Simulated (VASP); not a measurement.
Here is a VASP 6.6.1 calculation.

The input INCAR:

```
PREC = Accurate
ENCUT = 500
EDIFF = 1E-6
ISMEAR = -1
SIGMA = 0.05
LREAL = F
LASPH = T
NELM = 60
ALGO = Normal
ISIF = 2
LWAVE = F
LCHARG = F
LMAXMIX = 4
GGA = PE
NBANDS = 37
```

The input KPOINTS:

```
Automatic mesh
0
Gamma
  6 6 6
```

File POSCAR:

```
Cu2O
1.0
    4.2600000000      0.0000000000      0.0000000000
    0.0000000000      4.2600000000      0.0000000000
    0.0000000000      0.0000000000      4.2600000000
Cu O
4 2
Direct
    0.7500000000      0.2500000000      0.7500000000
    0.7500000000      0.7500000000      0.2500000000
    0.2500000000      0.7500000000      0.7500000000
    0.2500000000      0.2500000000      0.2500000000
    0.5000000000      0.5000000000      0.5000000000
    0.0000000000      0.0000000000      0.0000000000
```

The input KPOINTS_OPT:

```
path GXMGRX,MR
10
line-mode
reciprocal
 0.0000000000  0.0000000000  0.0000000000  G
 0.0000000000  0.5000000000  0.0000000000  X

 0.0000000000  0.5000000000  0.0000000000  X
 0.5000000000  0.5000000000  0.0000000000  M

 0.5000000000  0.5000000000  0.0000000000  M
 0.0000000000  0.0000000000  0.0000000000  G

 0.0000000000  0.0000000000  0.0000000000  G
 0.5000000000  0.5000000000  0.5000000000  R

 0.5000000000  0.5000000000  0.5000000000  R
 0.0000000000  0.5000000000  0.0000000000  X

 0.5000000000  0.5000000000  0.0000000000  M
 0.5000000000  0.5000000000  0.5000000000  R
```

Potentials or basis: VASP PAW PBE potentials, release 54 (Cu, O).

Launch:

```console
$ cat potpaw_PBE.54/Cu/POTCAR potpaw_PBE.54/O/POTCAR > POTCAR
$ mpirun -np 1 vasp_std > vasp.out
```

**Question.** Predict the band gap on the k mesh.

**Answer.** 0.54 eV, direct.

**Question.** What does it give for the band gap along the path?

**Answer.** 0.54 eV, direct.

**Question.** Estimate the pressure.

**Answer.** 3.8 GPa.

Levels at the corners of the path, in eV from the valence-band top:
```csv
point,band 26,band 27,band 28,band 29,band 30,band 31
Γ,0.00,0.00,0.00,0.54,1.25,1.25
X,-1.20,-0.39,-0.39,2.27,2.27,4.24
X,-1.20,-0.39,-0.39,2.27,2.27,4.24
M,-1.21,-0.65,-0.65,1.92,1.92,3.86
M,-1.21,-0.65,-0.65,1.92,1.92,3.86
Γ,0.00,0.00,0.00,0.54,1.25,1.25
Γ,0.00,0.00,0.00,0.54,1.25,1.25
R,-0.57,-0.57,-0.57,2.46,2.46,2.46
R,-0.57,-0.57,-0.57,2.46,2.46,2.46
X,-1.20,-0.39,-0.39,2.27,2.27,4.24
M,-1.21,-0.65,-0.65,1.92,1.92,3.86
R,-0.57,-0.57,-0.57,2.46,2.46,2.46
```

**The experiment to reproduce.**

“Importance of surface oxygen vacancies for ultrafast hot carrier relaxation and transport in Cu2O”, 2021, arxiv:2103.03167 quotes, for a bulk crystal of Cu2O: band gap 2.17 eV (direct).

Against the measured gap of Cu2O, 2.17 eV (direct; quoted in “Importance of surface oxygen vacancies for ultrafast hot carrier relaxation and transport in Cu2O”, 2021, arxiv:2103.03167), the calculated 0.54 eV is off by -1.63 eV. So large a miss can be the level of theory's own, or it may mean another phase, state or a wrong row. The value is that of PBE, without temperature or zero-point motion. Semilocal functionals fall short of measured gaps as a rule.
